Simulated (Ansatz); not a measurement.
Crystal: Ga2O3.

```xyz
10
Lattice="6.1070 -1.5186 0.0000 6.1070 1.5186 0.0000 -1.3860 0.0000 5.6300" Properties=species:S:1:pos:R:3 pbc="T T T"
Ga    3.2184    0.0000    3.8621
Ga    7.6096    0.0000    1.7679
Ga   10.8240    0.0000    1.1564
Ga    0.0041    0.0000    4.4736
O     5.1267    0.0000    4.1853
O     5.7013    0.0000    1.4447
O     9.4919    0.0000    2.4592
O     1.3361    0.0000    3.1708
O     8.9710    0.0000    5.0118
O     1.8570    0.0000    0.6182
```

Base run:

- Program: Ansatz 0.2.0
- Functional: r2SCAN
- Potentials or basis: Ansatz PAW
- Cutoff: 500 eV (not typed: the program's choice for these potentials)
- k mesh: 9 × 9 × 5
- Occupations: fermi-dirac, width 0.05 eV
- Spin: no spin polarisation

Its results: band gap on the k mesh 3.09 eV, indirect (least direct gap 3.12 eV); pressure 1.3 GPa; largest force 0.110 eV/Å.

The run is repeated on the same cell with these changes: functional from r2SCAN to PBE; cutoff from 500 eV (not typed: the program's choice for these potentials) to 250 eV. What comes out?

Band gap on the k mesh 2.23 eV, indirect (least direct gap 2.31 eV); pressure 16.9 GPa; largest force 0.824 eV/Å.

r2SCAN gives the wider gap, since meta-GGAs in the generalised Kohn-Sham scheme recover part of the derivative discontinuity.

Caveats: the PAW data sets come from PBE, with cores solved anew for the run's functional, which leaves a small shift of forces and pressure (some runs); odd divisions of the mesh miss points on the zone boundary, where band edges often lie, so the gap on the mesh can be too wide (some runs); so large a pressure means that the cell lies far from this level's equilibrium, or that cutoff or potentials fall short (some runs); the pressure holds a Pulay correction of +132.9 GPa for the finite cutoff (some runs); the cutoff lies under the one recommended for these potentials (some runs).
